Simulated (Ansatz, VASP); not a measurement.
# GaAs in two plane-wave programs

One calculation is typed for both programs; each brings its own data sets. How far apart do they land? The cell is taken from a series of runs on this material, whose earlier steps may have relaxed, scaled, displaced or heated it; both programs get it as it stands.

Program: Ansatz 0.2.0. Level of theory: plane waves, with VASP 6.6.1 beside it; zone-centre phonons at LDA. Results are calculated unless marked as measured.

**1. The structure**

It takes space group I-4m2 (No. 119, tetragonal). The conventional cell has a = 4.081 Å, b = 4.081 Å, c = 5.447 Å, α = 90.00°, β = 90.00°, γ = 90.00°. Ga has 4 As at 2.45 Å nearest. As has 4 Ga at 2.45 Å nearest. Farther neighbours are not listed.

Coordinates:

```cif
data_structure
_symmetry_space_group_name_H-M 'I-4m2'
_symmetry_Int_Tables_number 119
_cell_length_a 4.0810
_cell_length_b 4.0810
_cell_length_c 5.4473
_cell_angle_alpha 90.000
_cell_angle_beta 90.000
_cell_angle_gamma 90.000
_cell_volume 90.72
loop_
_atom_site_label
_atom_site_type_symbol
_atom_site_symmetry_multiplicity
_atom_site_Wyckoff_symbol
_atom_site_fract_x
_atom_site_fract_y
_atom_site_fract_z
_atom_site_occupancy
Ga1 Ga 2 a 0.00000 0.00000 0.00000 1
As1 As 2 d 0.50000 0.00000 0.25000 1
```

**2. VASP: zone-centre phonons, LDA**

Second derivatives magnify differences that forces hide, and they need a tight electronic threshold.

Lines of VASP's logs that name or quote its potential files are left out, and so is its time.

File INCAR:

```
SYSTEM = GaAs
PREC = Accurate
ENCUT = 500
EDIFF = 1E-08
NELM = 120
ISMEAR = 0
SIGMA = 0.02
LREAL = .FALSE.
ALGO = Normal
GGA = CA
NBANDS = 15
LORBIT = 11
LWAVE = .FALSE.
LCHARG = .FALSE.
ISIF = 2
IBRION = 8
LASPH = .TRUE.
GGA_COMPAT = .FALSE.
KPAR = 2
```

File POSCAR:

```
GaAs
1.0
    0.0000000000      2.8857369208      2.7236411488
    2.8857369208      0.0000000000      2.7236411488
    2.8857369208      2.8857369208      0.0000000000
Ga As
1 1
Direct
    0.0000000000      0.0000000000      0.0000000000
    0.7500000000      0.7500000000      0.7500000000
```

File KPOINTS:

```
Automatic mesh
0
Gamma
20 20 20
0 0 0
```

PAW data sets: Ga_d and As (LDA family, release 64).

On the command line:

```
> mpirun -np 2 vasp_std
```

Numbers of over 12 decimals in the logs are rounded to 6 here.

Output:

```text
[banner, memory and clock lines left out]
running    2 mpi-ranks, on    1 nodes
 distrk:  each k-point on    1 cores,    2 groups
 distr:  one band on    1 cores,    1 groups

 POSCAR found type information on POSCAR GaAs
 POSCAR found :  2 types and       2 ions
 LDA part: xc-table for (Slater(with rela. corr.)+CA(PZ))
 , standard interpolation
 POSCAR, INCAR and KPOINTS ok, starting setup
 FFT: planning ... GRIDC
 FFT: planning ... GRID_SOFT
 FFT: planning ... GRID
 WAVECAR not read
 entering main loop
       N       E                     dE             d eps       ncg     rms          rms(c)
DAV:   1     0.807705558751E+02    0.80771E+02   -0.88888E+03 19613   0.160E+03
DAV:   2    -0.334427639971E+01   -0.84115E+02   -0.80520E+02 21715   0.312E+02
DAV:   3    -0.973780719931E+01   -0.63935E+01   -0.63681E+01 23668   0.691E+01
DAV:   4    -0.983945495420E+01   -0.10165E+00   -0.10163E+00 23134   0.970E+00
DAV:   5    -0.984098112899E+01   -0.15262E-02   -0.15261E-02 24636   0.106E+00    0.296E+00
DAV:   6    -0.965987728489E+01    0.18110E+00   -0.23008E-01 29954   0.857E+00    0.173E+00
DAV:   7    -0.962050382791E+01    0.39373E-01   -0.62263E-02 27992   0.191E+00    0.522E-01
DAV:   8    -0.961723237561E+01    0.32715E-02   -0.86366E-03 24249   0.107E+00    0.986E-02
DAV:   9    -0.961720972851E+01    0.22647E-04   -0.69029E-04 23727   0.343E-01    0.425E-02
DAV:  10    -0.961721513362E+01   -0.54051E-05   -0.38158E-05 29488   0.619E-02    0.222E-02
DAV:  11    -0.961721986571E+01   -0.47321E-05   -0.64905E-06 22646   0.403E-02    0.215E-03
DAV:  12    -0.961721975721E+01    0.10851E-06   -0.45029E-07 26845   0.960E-03    0.180E-03
DAV:  13    -0.961721975779E+01   -0.58708E-09   -0.72094E-08 24180   0.204E-03
   1 F= -.96172198E+01 E0= -.96172197E+01  d E =-.498592E-07
 Linear response reoptimize wavefunctions to high precision
DAV:   1    -0.961721975802E+01   -0.22783E-09   -0.11306E-09 18839   0.277E-04
DAV:   2    -0.961721975803E+01   -0.13642E-10   -0.10502E-10 13892   0.106E-04
 Linear response DOF=           4
 Linear response progress:
  Degree of freedom:   1/  4
       N       E                     dE             d eps       ncg     rms          rms(c)
RMM:   1    -0.167313962263E+00   -0.16731E+00    0.89875E-02 80137   0.840E+00
RMM:   2    -0.165494931712E+00    0.18190E-02   -0.24954E-02122478   0.138E+00    0.433E-02
RMM:   3    -0.165826058714E+00   -0.33113E-03   -0.35354E-03127623   0.414E-01    0.275E-02
RMM:   4    -0.165684743850E+00    0.14131E-03   -0.16513E-03135546   0.186E-01    0.102E-02
RMM:   5    -0.165678225868E+00    0.65180E-05   -0.44925E-05132193   0.431E-02    0.404E-03
RMM:   6    -0.165678490325E+00   -0.26446E-06   -0.44510E-06131580   0.157E-02    0.609E-04
RMM:   7    -0.165674224333E+00    0.42660E-05   -0.14493E-06130302   0.651E-03    0.319E-04
RMM:   8    -0.165675408209E+00   -0.11839E-05   -0.14348E-07131664   0.275E-03    0.873E-05
RMM:   9    -0.165676086593E+00   -0.67838E-06   -0.11447E-07131373   0.120E-03    0.333E-05
RMM:  10    -0.165676257653E+00   -0.17106E-06   -0.59325E-09134087   0.543E-04    0.170E-05
RMM:  11    -0.165676366593E+00   -0.10894E-06   -0.66150E-09131166   0.248E-04    0.578E-06
RMM:  12    -0.165676306793E+00    0.59800E-07   -0.31995E-09131277   0.123E-04    0.421E-06
RMM:  13    -0.165676356144E+00   -0.49351E-07   -0.38342E-09131746   0.639E-05    0.826E-07
RMM:  14    -0.165676356632E+00   -0.48805E-09   -0.20887E-09131239   0.349E-05    0.610E-07
 first order change of Fermi-energy  -0.52537E-04
 force on displaced ion       1 direction 1 :  -8.921   0.000   0.000
 Linear response progress:
  Degree of freedom:   2/  4
       N       E                     dE             d eps       ncg     rms          rms(c)
RMM:   1    -0.166670086281E+00   -0.16667E+00    0.12421E-01 44203   0.855E+00
RMM:   2    -0.165222167123E+00    0.14479E-02   -0.25087E-02 66673   0.137E+00    0.438E-02
RMM:   3    -0.165473152489E+00   -0.25099E-03   -0.39980E-03 69342   0.444E-01    0.264E-02
RMM:   4    -0.165375720550E+00    0.97432E-04   -0.21926E-03 74475   0.210E-01    0.108E-02
RMM:   5    -0.165366971604E+00    0.87489E-05   -0.50774E-05 72632   0.452E-02    0.399E-03
RMM:   6    -0.165365952117E+00    0.10195E-05   -0.56156E-06 72002   0.162E-02    0.936E-04
RMM:   7    -0.165358602189E+00    0.73499E-05   -0.14040E-06 71567   0.669E-03    0.340E-04
RMM:   8    -0.165357727212E+00    0.87498E-06   -0.31850E-07 72531   0.291E-03    0.180E-04
RMM:   9    -0.165359384709E+00   -0.16575E-05   -0.88494E-08 71577   0.125E-03    0.500E-05
RMM:  10    -0.165359736894E+00   -0.35219E-06   -0.27113E-08 73354   0.552E-04    0.234E-05
RMM:  11    -0.165360100838E+00   -0.36394E-06   -0.12586E-08 72438   0.263E-04    0.989E-06
RMM:  12    -0.165359981976E+00    0.11886E-06   -0.54727E-09 71293   0.126E-04    0.246E-06
RMM:  13    -0.165360004717E+00   -0.22740E-07   -0.23618E-09 73265   0.639E-05    0.723E-07
RMM:  14    -0.165360011874E+00   -0.71575E-08   -0.24737E-09 72502   0.354E-05    0.245E-07
 first order change of Fermi-energy   0.91452E-04
 force on displaced ion       1 direction 3 :   0.000   0.000  -8.848
 Linear response progress:
  Degree of freedom:   3/  4
       N       E                     dE             d eps       ncg     rms          rms(c)
RMM:   1    -0.453414169097E-01   -0.45341E-01    0.61466E-02145305   0.150E+00
RMM:   2    -0.444930459750E-01    0.84837E-03   -0.41744E-03113269   0.402E-01    0.822E-02
RMM:   3    -0.444539987569E-01    0.39047E-04   -0.34636E-04127919   0.127E-01    0.451E-02
RMM:   4    -0.446093173777E-01   -0.15532E-03   -0.60260E-05126001   0.562E-02    0.402E-03
RMM:   5    -0.446110046654E-01   -0.16873E-05   -0.51681E-06132002   0.169E-02    0.230E-03
RMM:   6    -0.445985323166E-01    0.12472E-04   -0.84569E-07124895   0.530E-03    0.603E-04
RMM:   7    -0.445990958779E-01   -0.56356E-06   -0.11702E-07130052   0.195E-03    0.319E-04
RMM:   8    -0.445976509084E-01    0.14450E-05   -0.18688E-08127353   0.760E-04    0.429E-05
RMM:   9    -0.445975946064E-01    0.56302E-07   -0.87156E-09132132   0.260E-04    0.166E-05
RMM:  10    -0.445975289157E-01    0.65691E-07   -0.64388E-09128952   0.989E-05    0.511E-06
RMM:  11    -0.445975231965E-01    0.57192E-08   -0.66425E-09129220   0.393E-05    0.214E-06
 first order change of Fermi-energy   0.94483E-04
 force on displaced ion       2 direction 1 :  -8.938  -0.000   0.000
 Linear response progress:
  Degree of freedom:   4/  4
       N       E                     dE             d eps       ncg     rms          rms(c)
RMM:   1    -0.450054514982E-01   -0.45005E-01    0.59344E-02 78089   0.146E+00
RMM:   2    -0.443218182132E-01    0.68363E-03   -0.42571E-03 62259   0.384E-01    0.778E-02
RMM:   3    -0.442251576645E-01    0.96661E-04   -0.40799E-04 70783   0.125E-01    0.429E-02
RMM:   4    -0.443472036760E-01   -0.12205E-03   -0.57203E-05 69576   0.544E-02    0.386E-03
RMM:   5    -0.443522819338E-01   -0.50783E-05   -0.50644E-06 72300   0.165E-02    0.216E-03
RMM:   6    -0.443429582543E-01    0.93237E-05   -0.77012E-07 69834   0.512E-03    0.578E-04
RMM:   7    -0.443420915508E-01    0.86670E-06   -0.10824E-07 71671   0.185E-03    0.244E-04
RMM:   8    -0.443413420275E-01    0.74952E-06   -0.17457E-08 70344   0.725E-04    0.458E-05
RMM:   9    -0.443411382936E-01    0.20373E-06   -0.18388E-09 72118   0.255E-04    0.125E-05
RMM:  10    -0.443410740571E-01    0.64236E-07    0.24655E-10 69212   0.988E-05    0.497E-06
RMM:  11    -0.443410652219E-01    0.88352E-08    0.11873E-10 69759   0.394E-05    0.110E-06
 first order change of Fermi-energy   0.76269E-03
 force on displaced ion       2 direction 3 :   0.000   0.000  -8.861
 Linear response finished
```

From OUTCAR (step 2):

```text
ion  position               nearest neighbor table
   1  0.000  0.000  0.000-   2 2.45   2 2.45   2 2.45   2 2.45
   2  0.750  0.750  0.750-   1 2.45   1 2.45   1 2.45   1 2.45

  LATTYP: Found a body centered tetragonal cell.
 ALAT       =     4.0810482908
 C/A-ratio  =     1.3347752610

 Subroutine GETGRP returns: Found  8 space group operations
 (whereof  8 operations were pure point group operations)

The static configuration has the point symmetry D_2d.

 Found    641 irreducible k-points:

   k-points           NKPTS =    641   k-points in BZ     NKDIM =    641   number of bands    NBANDS=     15

   dimension x,y,z NGX =    30 NGY =   30 NGZ =   30
   dimension x,y,z NGXF=    60 NGYF=   60 NGZF=   60

   ENCUT  =  500.0 eV  36.75 Ry    6.06 a.u.   7.23  7.23  7.44*2*pi/ulx,y,z

   NELECT =      18.0000    total number of electrons

 k-points in reciprocal lattice and weights: Automatic mesh
   0.00000000  0.00000000  0.00000000       0.000
   0.05000000  0.00000000  0.00000000       0.001
   0.10000000 -0.00000000  0.00000000       0.001
   0.15000000  0.00000000  0.00000000       0.001
   0.20000000 -0.00000000  0.00000000       0.001
   0.25000000  0.00000000  0.00000000       0.001
   0.30000000  0.00000000  0.00000000       0.001
   0.35000000 -0.00000000  0.00000000       0.001
   0.40000000  0.00000000  0.00000000       0.001
[...]
-0.30000000  0.20000000  0.50000000       0.001
  -0.25000000  0.25000000  0.50000000       0.000

 average (electrostatic) potential at core
       1 -67.5529       2 -53.8226

  Total       -0.8448457     -0.8448457      0.0736928      0.0000000      0.0000000      0.0000000
  in kB      -29.8397124    -29.8397124      2.6028087      0.0000000      0.0000000      0.0000000
  external PRESSURE =     -19.0255387 kB  Pullay stress =       0.0000000 kB

  energy-cutoff  :      500.00
  volume of cell :       45.36
      direct lattice vectors                 reciprocal lattice vectors
     0.000000000  2.885736921  2.723641149    -0.173265968  0.173265968  0.183577782
     2.885736921  0.000000000  2.723641149     0.173265968 -0.173265968  0.183577782
     2.885736921  2.885736921  0.000000000     0.173265968  0.173265968 -0.183577782

 POSITION                                       TOTAL-FORCE (eV/Angst)
 -----------------------------------------------------------------------------------
      0.00000      0.00000      0.00000        -0.000000     -0.000000     -0.000000
      4.32861      4.32861      4.08546         0.000000      0.000000      0.000000
 -----------------------------------------------------------------------------------
    total drift:                                0.000001      0.000001     -0.000001

 Eigenvectors and eigenvalues of the dynamical matrix
 ----------------------------------------------------

   1 f  =    7.773543 THz    48.842611 2PiTHz  259.297483 cm-1    32.148776 meV
             X         Y         Z           dx          dy          dz
      0.000000  0.000000  0.000000     0.668137    0.266588    0.000000
      4.328605  4.328605  4.085462    -0.645178   -0.257427   -0.000000

   2 f  =    7.773543 THz    48.842611 2PiTHz  259.297483 cm-1    32.148776 meV
             X         Y         Z           dx          dy          dz
      0.000000  0.000000  0.000000     0.266588   -0.668137   -0.000000
      4.328605  4.328605  4.085462    -0.257427    0.645178    0.000000

   3 f  =    7.740962 THz    48.637896 2PiTHz  258.210684 cm-1    32.014030 meV
             X         Y         Z           dx          dy          dz
      0.000000  0.000000  0.000000     0.000000   -0.000000    0.719447
      4.328605  4.328605  4.085462     0.000000    0.000000   -0.694548

   4 f/i=    0.002853 THz     0.017926 2PiTHz    0.095164 cm-1     0.011799 meV
             X         Y         Z           dx          dy          dz
      0.000000  0.000000  0.000000     0.000000    0.000000   -0.694548
      4.328605  4.328605  4.085462    -0.000000    0.000000   -0.719447

   5 f/i=    0.003850 THz     0.024187 2PiTHz    0.128407 cm-1     0.015920 meV
             X         Y         Z           dx          dy          dz
      0.000000  0.000000  0.000000    -0.145429    0.679245    0.000000
      4.328605  4.328605  4.085462    -0.150604    0.703417    0.000000

   6 f/i=    0.003850 THz     0.024187 2PiTHz    0.128407 cm-1     0.015920 meV
             X         Y         Z           dx          dy          dz
      0.000000  0.000000  0.000000     0.679245    0.145429    0.000000
      4.328605  4.328605  4.085462     0.703417    0.150604    0.000000

 ELASTIC MODULI CONTR FROM IONIC RELAXATION (kBar)
 Direction    XX          YY          ZZ          XY          YZ          ZX
 --------------------------------------------------------------------------------
 XX           0.0000      0.0000      0.0000      0.0000      0.0000      0.0000
 YY           0.0000      0.0000      0.0000      0.0000      0.0000      0.0000
 ZZ           0.0000      0.0000      0.0000      0.0000      0.0000      0.0000
 XY           0.0000      0.0000      0.0000   -165.8940      0.0000     -0.0000
 YZ           0.0000      0.0000      0.0000      0.0000   -158.9102     -0.0000
 ZX           0.0000      0.0000      0.0000     -0.0000     -0.0000   -137.1548
 --------------------------------------------------------------------------------
```

(Part 1 of 2 ends here.)

[Lines on the potential files, build, host, timing and source positions are cut from VASP's logs without a mark.]

[Logs are printed without paths, hosts, clocks, repeated set-up lines and the standing remarks that a program may print on its own settings, such as how far it seeks lower states.]

[Hosts, paths, dates, database ids (printed as entryN), source tags and the programs' standing remarks are cut or masked in the printed files.]
